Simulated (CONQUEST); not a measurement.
Crystal: LiH.

```
CELL_PARAMETERS angstrom
2.88040 0.00000 0.00000
0.00000 2.88040 0.00000
0.00000 0.00000 4.07350
ATOMIC_POSITIONS crystal
Li 0.00000 0.00000 0.00000
Li 0.50000 0.50000 0.50000
H 0.00000 0.00000 0.50000
H 0.50000 0.50000 0.00000
```

| Item | Value |
| --- | --- |
| Program | CONQUEST 1.3 |
| Task | single point |
| Functional | PBE |
| Potentials or basis | PseudoDojo NC PBE, DZP, grid cutoff 120 Ha |
| k mesh | 9 × 9 × 7 |
| Occupations | fermi-dirac, width 0.05 eV |
| Spin | no spin polarisation |

On this cell: pressure -1.2 GPa; largest force zero by symmetry; band gap on the k mesh 3.03 eV.

The same run follows on a disturbed copy (atoms moved at random, drawn with an rms of 0.05 Å):

```
CELL_PARAMETERS angstrom
2.88040 0.00000 0.00000
0.00000 2.88040 0.00000
0.00000 0.00000 4.07350
ATOMIC_POSITIONS crystal
Li 0.00456 0.00806 0.00417
Li 0.50456 0.50806 0.50417
H 0.00205 0.99929 0.49740
H 0.50205 0.49929 0.99740
```

**Question.** What changes?

**Answer.** The energy moves by +0.4 meV/atom; pressure -1.2 GPa; largest force 0.043 eV/Å; band gap on the k mesh 3.05 eV.

Forces on the atoms (eV/Å):
```
Li  -0.008 -0.027 -0.032
Li  -0.008 -0.027 -0.032
H    0.006  0.027  0.031
H    0.006  0.027  0.031
```

Caveats: the box holds several primitive cells, so bands are folded and the points are those of the box's own zone; an odd mesh through Γ misses points on the zone boundary, where band edges often lie; the basis of atomic orbitals isn't converged, which shifts pressures, moduli and gaps.
